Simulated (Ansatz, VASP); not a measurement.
## Two plane-wave programs on Ca

The input INCAR:

```
  PREC = Accurate
  ENCUT = 520
  EDIFF = 1E-6
  ISMEAR = -1
  SIGMA = 0.3
  LREAL = False
  LASPH = True
  NELM = 80
  ALGO = Normal
  ISIF = 2
  LWAVE = False
  LCHARG = False
  GGA = PE
  NBANDS = 11
```

Contents of KPOINTS:

```
regular mesh
0
Gamma
  10 10 10
```

The input POSCAR:

```
Ca
1.0
    0.0000000000      2.7627089163      2.7627089163
    2.7627089163      0.0000000000      2.7627089163
    2.7627089163      2.7627089163      0.0000000000
Ca
1
Direct
    0.0000000000      0.0000000000      0.0000000000
```

Input for Ansatz:

```yaml
crystal:
  lattice:
    - [0.0, 2.7627089163, 2.7627089163]
    - [2.7627089163, 0.0, 2.7627089163]
    - [2.7627089163, 2.7627089163, 0.0]
  atoms:
    - { symbol: Ca, position: [0.0, 0.0, 0.0] }
hamiltonian:
  xc: pbe
  pseudopotentials:
    kind: paw
    azcp:
      Ca: "pseudopotentials/Ca.paw.azcp"
basis:
  ecutwfc: 420
  fft_grid_basis: typed
kpoints:
  mp_grid: { grid: [10, 10, 10], shift: [0, 0, 0] }
magnetization:
  spin_polarized: false
scf:
  occupations: { method: fermi_dirac, width: 0.3 }
  lower_state_search: "off"
output:
  stress: true
  write_density: true
  write_potential: true
  elf: true
  volumetric_format: npy
```

Alike in both runs: task single point; functional PBE; k mesh 10 × 10 × 10; occupations fermi-dirac, width 0.3 eV; no spin polarisation.

|  | VASP | Ansatz |
| --- | --- | --- |
| version | VASP 6.6.1 | Ansatz 0.2.0 |
| potentials or method | VASP PAW PBE potentials, release 64 (Ca_sv) | plane waves (420 eV) with PAW, scalar-relativistic |
| plane-wave cutoff (eV) | 520 | 420 |
| valence electrons in the cell | 10 | 10 |

|  | VASP | Ansatz | Ansatz less VASP |
| --- | --- | --- | --- |
| pressure (GPa) | 0.2 | 0.2 | -0.01 |
